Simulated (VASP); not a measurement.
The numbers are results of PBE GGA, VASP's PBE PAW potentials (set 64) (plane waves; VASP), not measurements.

VASP input:

### INCAR
```
SYSTEM = BaF2
PREC = Accurate
ENCUT = 520
EDIFF = 1E-7
NELM = 100
ALGO = Normal
LREAL = .FALSE.
LASPH = .TRUE.
ISMEAR = 0
SIGMA = 0.05
GGA = PE
LMAXMIX = 4
LWAVE = .FALSE.
LCHARG = .FALSE.
ISIF = 2
```

File KPOINTS:
```
Automatic
0
Gamma
6 6 6
```

### POSCAR
```
BaF2
1.0
  0.0000000000   3.2058853788   3.2058853788
  3.2058853788   0.0000000000   3.2058853788
  3.2058853788   3.2058853788   0.0000000000
Ba F
1 2
Direct
  0.0000000000   0.0000000000   0.0000000000
  0.2500000000   0.2500000000   0.2500000000
  0.7500000000   0.7500000000   0.7500000000
```

POTCAR, in this order: Ba_sv F (PBE.64 set). Program: vasp_std.

What VASP printed:

**OUTCAR**
```
 ion  position               nearest neighbor table
   1  0.000  0.000  0.000-   2 2.78   3 2.78   3 2.78   3 2.78   3 2.78   2 2.78   2 2.78   2 2.78
  LATTYP: Found a face centered cubic cell.
 ALAT       =     6.4117707576
 Subroutine PRICEL returns:
 Original cell was already a primitive cell.
 Subroutine GETGRP returns: Found 48 space group operations
The static configuration has the point symmetry O_h .
The dynamic configuration has the point symmetry O_h .
 Subroutine INISYM returns: Found 48 space group operations
 Subroutine IBZKPT returns following result:
 Found     16 irreducible k-points:

 Following reciprocal coordinates:
            Coordinates               Weight
  0.000000  0.000000  0.000000      1.000000
  0.166667  0.000000  0.000000      8.000000
  0.333333  0.000000  0.000000      8.000000
  0.500000  0.000000  0.000000      4.000000
  0.166667  0.166667  0.000000      6.000000
  0.333333  0.166667  0.000000     24.000000
  0.500000  0.166667  0.000000     24.000000
 -0.333333  0.166667  0.000000     24.000000
 -0.166667  0.166667  0.000000     12.000000
  0.333333  0.333333  0.000000      6.000000
...
```

### OSZICAR
```
       N       E                     dE             d eps       ncg     rms          rms(c)
DAV:   1     0.162783671941E+03    0.16278E+03   -0.12918E+04   512   0.138E+03
DAV:   2    -0.115811901041E+02   -0.17436E+03   -0.17257E+03   656   0.287E+02
DAV:   3    -0.187820065951E+02   -0.72008E+01   -0.71918E+01   680   0.691E+01
DAV:   4    -0.189288236407E+02   -0.14682E+00   -0.14680E+00   680   0.792E+00
DAV:   5    -0.189327201015E+02   -0.38965E-02   -0.38964E-02   696   0.930E-01    0.829E+00
DAV:   6    -0.170807473102E+02    0.18520E+01   -0.10570E+01   512   0.238E+01    0.397E+00
DAV:   7    -0.170680198644E+02    0.12727E-01   -0.35586E-01   656   0.542E+00    0.195E+00
DAV:   8    -0.170846952194E+02   -0.16675E-01   -0.60127E-02   600   0.295E+00    0.259E-01
DAV:   9    -0.170946211814E+02   -0.99260E-02   -0.12963E-02   696   0.820E-01    0.150E-01
DAV:  10    -0.170974784549E+02   -0.28573E-02   -0.39319E-03   536   0.436E-01    0.437E-02
DAV:  11    -0.170974580960E+02    0.20359E-04   -0.34770E-04   688   0.146E-01    0.137E-02
DAV:  12    -0.170974851953E+02   -0.27099E-04   -0.44930E-05   512   0.520E-02    0.283E-03
DAV:  13    -0.170974854437E+02   -0.24840E-06   -0.59889E-07   688   0.613E-03    0.145E-03
DAV:  14    -0.170974860549E+02   -0.61119E-06   -0.28951E-07   488   0.445E-03    0.667E-04
DAV:  15    -0.170974860563E+02   -0.13704E-08   -0.58046E-08   536   0.178E-03
   1 F= -.17097486E+02 E0= -.17097486E+02  d E =-.174409E-10
```

### OUTCAR
```
------------------------ aborting loop because EDIFF is reached ----------------------------------------
  FORCE on cell =-STRESS in cart. coord.  units (eV):
  Direction    XX          YY          ZZ          XY          YZ          ZX
  --------------------------------------------------------------------------------------
  Total       -1.1699304     -1.1699304     -1.1699304      0.0000000     -0.0000000     -0.0000000
  in kB      -28.4443922    -28.4443922    -28.4443922      0.0000000     -0.0000000     -0.0000000
  external PRESSURE =     -28.4443922 kB  Pullay stress =       0.0000000 kB
  volume of cell :       65.90
      direct lattice vectors                 reciprocal lattice vectors
     0.000000000  3.205885379  3.205885379    -0.155963156  0.155963156  0.155963156
     3.205885379  0.000000000  3.205885379     0.155963156 -0.155963156  0.155963156
     3.205885379  3.205885379  0.000000000     0.155963156  0.155963156 -0.155963156
 POSITION                                       TOTAL-FORCE (eV/Angst)
 -----------------------------------------------------------------------------------
      0.00000      0.00000      0.00000         0.000000      0.000000      0.000000
      1.60294      1.60294      1.60294        -0.000000     -0.000000     -0.000000
      4.80883      4.80883      4.80883         0.000000      0.000000      0.000000
 -----------------------------------------------------------------------------------
    total drift:                                0.000000      0.000000      0.000000
  FREE ENERGIE OF THE ION-ELECTRON SYSTEM (eV)
  ---------------------------------------------------
  free  energy   TOTEN  =       -17.0974860563 eV

  energy  without entropy=      -17.0974860562  energy(sigma->0) =      -17.09748606
```
(Selected blocks of OUTCAR.)

The compound is BaF2 in the fluorite structure. This cell is one point of a volume scan, at 1.06 of the reference volume.
